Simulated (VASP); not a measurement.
Wanted: the native input for a VASP 6.6.1 run.

```
Task                   : band structure
Functional             : LDA
Potentials or basis    : VASP PAW LDA potentials, release 64 (Ga_d, N)
Cutoff                 : 520 eV
k mesh                 : 8 × 8 × 8
Occupations            : gaussian, width 0.02 eV
Spin                   : spin-orbit coupling, no magnetisation
Ladder                 : free
Further INCAR settings : ALGO = Fast; EDIFF = 1e-07; NBANDS = 30
```

The structure of GaN lies in POSCAR:

```
GaN
1.0
    0.0000000000      2.2535006075      2.2535006075
    2.2535006075      0.0000000000      2.2535006075
    2.2535006075      2.2535006075      0.0000000000
Ga N
1 1
Direct
    0.0000000000      0.0000000000      0.0000000000
    0.2500000000      0.2500000000      0.2500000000
```

The cell is a database's computed one.

The input as run:

INCAR

```
ALGO = Fast
EDIFF = 1E-7
ENCUT = 520
GGA_COMPAT = F
ISIF = 2
ISMEAR = 0
KPAR = 2
LASPH = T
LCHARG = F
LORBIT = 11
LREAL = F
LSORBIT = T
LWAVE = F
MAGMOM = 0 0 0 0 0 0
NBANDS = 30
NELM = 80
PREC = Accurate
SIGMA = 0.02
```

KPOINTS

```
k-points
0
Gamma
  8 8 8
```

KPOINTS_OPT

```
path GXWKGLUWLK,UX
15
line-mode
reciprocal
 0.0000000000  0.0000000000  0.0000000000  G
 0.5000000000  0.0000000000  0.5000000000  X

 0.5000000000  0.0000000000  0.5000000000  X
 0.5000000000  0.2500000000  0.7500000000  W

 0.5000000000  0.2500000000  0.7500000000  W
 0.3750000000  0.3750000000  0.7500000000  K

 0.3750000000  0.3750000000  0.7500000000  K
 0.0000000000  0.0000000000  0.0000000000  G

 0.0000000000  0.0000000000  0.0000000000  G
 0.5000000000  0.5000000000  0.5000000000  L

 0.5000000000  0.5000000000  0.5000000000  L
 0.6250000000  0.2500000000  0.6250000000  U

 0.6250000000  0.2500000000  0.6250000000  U
 0.5000000000  0.2500000000  0.7500000000  W

 0.5000000000  0.2500000000  0.7500000000  W
 0.5000000000  0.5000000000  0.5000000000  L

 0.5000000000  0.5000000000  0.5000000000  L
 0.3750000000  0.3750000000  0.7500000000  K

 0.6250000000  0.2500000000  0.6250000000  U
 0.5000000000  0.0000000000  0.5000000000  X
```

Potentials or basis: VASP PAW LDA potentials, release 64 (Ga_d, N).

Run with:

```sh
$ cat potpaw_LDA.64/Ga_d/POTCAR potpaw_LDA.64/N/POTCAR > POTCAR
$ mpirun -np 2 vasp_ncl > vasp.out
```

It gave:

* Pressure: -5.6 GPa
* Valence electrons inside the program's atomic spheres: Ga 11.88; N 3.69

It took 64 s on 2 MPI ranks on AMD EPYC 9R45 (Zen 5), on a shared host, peak memory 0.2 GiB a rank.
